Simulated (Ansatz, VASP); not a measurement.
**One calculation of TaN, two programs**

```
CELL_PARAMETERS angstrom
2.92404 0.00000 0.00000
-1.46202 2.53229 0.00000
0.00000 0.00000 2.87067
ATOMIC_POSITIONS crystal
Ta 0.00000 0.00000 0.50000
N 0.66667 0.33333 0.00000
```

Alike in both runs: functional PBEsol; k mesh 12 × 12 × 12; no spin polarisation.

Ansatz relaxed the structure, and its values are those at the end. VASP's run is a single point on that final structure, the one shown.

|  | VASP | Ansatz |
| --- | --- | --- |
| version | VASP 6.6.1 | Ansatz 0.2.0 |
| potentials or method | VASP PAW PBE potentials, release 64 (Ta_pv, N) | PAW with Ansatz's default frozen-core files, scalar-relativistic |
| plane-wave cutoff (eV) | 520 | 420 |
| occupations | tetrahedron | tetrahedron-uncorrected |
| valence electrons in the cell | 16 | 18 |

Ansatz gave:

- pressure (GPa): 0.0

Q: What did VASP give for the same quantities?

A: Pressure (GPa): 0.8.

The two sets of potentials don't hold the same shells in valence. Ansatz warned: «band_table_not_solved_further».

Caveats: the PAW data sets were made with another functional, which shifts forces and pressure a little (VASP). The runs have no spin-orbit coupling, so splittings on Ta are missing.
